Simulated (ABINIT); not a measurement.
Runs of ABINIT 10.8.3 (patched build) on NaCl. It takes space group Fm-3m (No. 225, cubic). The conventional cell has a = 5.588 Å, b = 5.588 Å, c = 5.588 Å, α = 90.00°, β = 90.00°, γ = 90.00°. Cl (site symmetry m-3m) has 6 Na at 2.79 Å as nearest neighbours. Around Na (site symmetry m-3m) lie 6 Cl at 2.79 Å. The cell is a database's computed one.

```csv
task,level,potentials or basis,k mesh,cutoff (eV),fine-grid cutoff,mesh quality,gap on the mesh (eV),pressure (GPa)
band structure,revPBE,JTH PAW PBE v2.0,8 × 8 × 8,1088,1687.11 eV,not flagged,(c),3.4
single point,LDA,JTH PAW LDA v2.0,6 × 6 × 6,1225,1836.77 eV,not flagged,4.79,-1.7
band structure,LDA-PZ,JTH PAW LDA v2.0,8 × 8 × 8,1225,1836.77 eV,not flagged,4.79,-1.7
band structure,HCTH407,JTH PAW PBE v2.0,8 × 8 × 8,1088,1687.11 eV,not flagged,(b),4.6
single point,PBEsol,JTH PAW PBE v2.0,6 × 6 × 6,1088,1687.11 eV,not flagged,5.03,0.4
single point,PBE,JTH PAW PBE v2.0,3 × 3 × 3,1225,1836.77 eV,coarse,5.20,1.9
single point,PBEsol,JTH PAW PBE v2.0,10 × 10 × 10,1088,1687.11 eV,not flagged,5.03,0.4
band structure,LDA,PseudoDojo NC SR LDA v0.4.1 standard,8 × 8 × 8,1197,-,not flagged,4.80,(a)
```

Alike in all rows: no spin polarisation; cell as given; smearing fermi-dirac 0.05 eV.

Problem. Fill in the values left out.

Solution. (a) -1.8; (b) 6.01; (c) 5.48.

Caveats: some runs use coarse meshes; the PAW data sets were made with another functional, which shifts forces and pressure a little (some runs); an odd mesh through Γ misses points on the zone boundary, where band edges often lie (some runs).

Not every run made on this cell is shown here.
